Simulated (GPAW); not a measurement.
Runs of GPAW 26.7.0 on SnTe. The structure is cubic, space group Fm-3m (No. 225). The conventional cell has a = 6.302 Å, b = 6.302 Å, c = 6.302 Å, α = 90.00°, β = 90.00°, γ = 90.00°. Around Te (site symmetry m-3m) lie 6 Sn at 3.15 Å. Sn (site symmetry m-3m) has 6 Te at 3.15 Å as nearest neighbours. 

| task | level | potentials or basis | spin | cell | k mesh | optimizer | fmax | max steps | convergence | band path | pressure (GPa) | relaxed volume (Å³/atom) |
| --- | --- | --- | --- | --- | --- | --- | --- | --- | --- | --- | --- | --- |
| relaxation of cell and atoms | PBEsol+D3(BJ) | PAW data sets generated in the run's folder for this functional, pw | off | relaxed | 7 × 7 × 7 | LBFGS | 0.02 eV/Å | 100 | density=1e-05 forces=0.0001 | - | 0.0 | 29.55 |
| band structure | LDA | the program's PAW data sets (release 1.2.1) made for this functional, pw | SOC, no magnetisation | as given | 6 × 6 × 6 | - | - | - | - | GXWKGLUWLK,UX | (b) | - |
| band structure | r2SCAN | GPAW PAW data sets (gpaw-data 1.2.1), pw | SOC, no magnetisation | as given | 5 × 5 × 5 | - | - | - | - | GXWKGLUWLK,UX | 1.4 | - |
| relaxation of cell and atoms | PBEsol+D4 | PAW data sets generated in the run's folder for this functional, pw | off | relaxed | 7 × 7 × 7 | FIRE | 0.05 eV/Å | 60 | density=1e-05 forces=0.0001 | - | 0.2 | (a) |
| band structure | r2SCAN | GPAW PAW data sets (gpaw-data 1.2.1), pw | off | as given | 7 × 7 × 7 | - | - | - | - | GXWKGLUWLK,UX | 1.3 | - |

Alike in all rows: cutoff (eV) 600; smearing fermi-dirac 0.05 eV.

**Question.** Estimate the missing entries.

**Answer.** (a) 29.92; (b) -1.8.

Caveats: later steps reuse the first step's grids (some runs); spin-orbit coupling was added after a scalar SCF, so levels and gaps hold it while energy, forces, pressure and moments don't (some runs); the PAW data sets were made with another functional, which shifts forces and pressure a little (some runs).

Runs at the PBE level aren't shown here.
